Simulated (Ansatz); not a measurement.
Crystal: BaTiO3.

```
Ba Ti O
1.0
     4.00730    0.00000    0.00000
     0.00000    4.00730    0.00000
     0.00000    0.00000    4.00730
Ba Ti O
1 1 3
Direct
  0.50903 0.45529 0.50668
  0.94374 0.06998 0.95431
  0.52053 0.00683 0.05543
  0.01265 0.49197 0.05272
  0.01405 0.97593 0.43085
```

The cell isn't the ideal one: all atoms moved at random, sigma 0.15 Å a component.

* Program: Ansatz 0.2.0
* Task: relaxation of cell and atoms
* Functional: r2SCAN
* Potentials or basis: Ansatz PAW
* Cutoff: 500 eV (not typed: the program's choice for these potentials)
* k mesh: 7 × 7 × 7
* Occupations: fermi-dirac, width 0.05 eV
* Spin: no spin polarisation

At the start: volume 12.87 Å³/atom.

Problem. Where does the relaxation end?

Solution. It ends after 9 steps and the volume is 13.03 Å³/atom (+1.2 %); space group R3m (No. 160, to 0.05 Å).

Step by step:
```
step  energy change (eV)  largest force (eV/Å)  volume (Å³)
   1              0.0000                4.4740        64.35
   2             -1.8052                1.4324        66.69
   3             -2.0743                0.2254        65.50
   4             -2.0819                0.0976        65.42
   5             -2.0834                0.0693        65.28
   6             -2.0841                0.0618        65.28
   7             -2.0867                0.0251        65.19
   8             -2.0868                0.0004        65.15
   9             -2.0872                0.0005        65.15
```

Final structure:
```cif
data_structure
_symmetry_space_group_name_H-M 'P 1'
_symmetry_Int_Tables_number 1
_cell_length_a 4.0240
_cell_length_b 4.0240
_cell_length_c 4.0235
_cell_angle_alpha 89.793
_cell_angle_beta 90.207
_cell_angle_gamma 90.208
_cell_volume 65.15
loop_
_atom_site_label
_atom_site_type_symbol
_atom_site_fract_x
_atom_site_fract_y
_atom_site_fract_z
_atom_site_occupancy
Ba1 Ba 0.49295 0.50705 0.50701 1
Ti1 Ti 0.97947 0.02053 0.02046 1
O1 O 0.51562 0.99402 0.99404 1
O2 O 0.00597 0.48439 0.99404 1
O3 O 0.00600 0.99401 0.48445 1
```

Caveat: the plane-wave basis is chosen anew once the cell has moved, so the energies of steps on either side of that aren't comparable; the PAW data sets come from PBE, with cores solved anew for the run's functional, which leaves a small shift of forces and pressure.
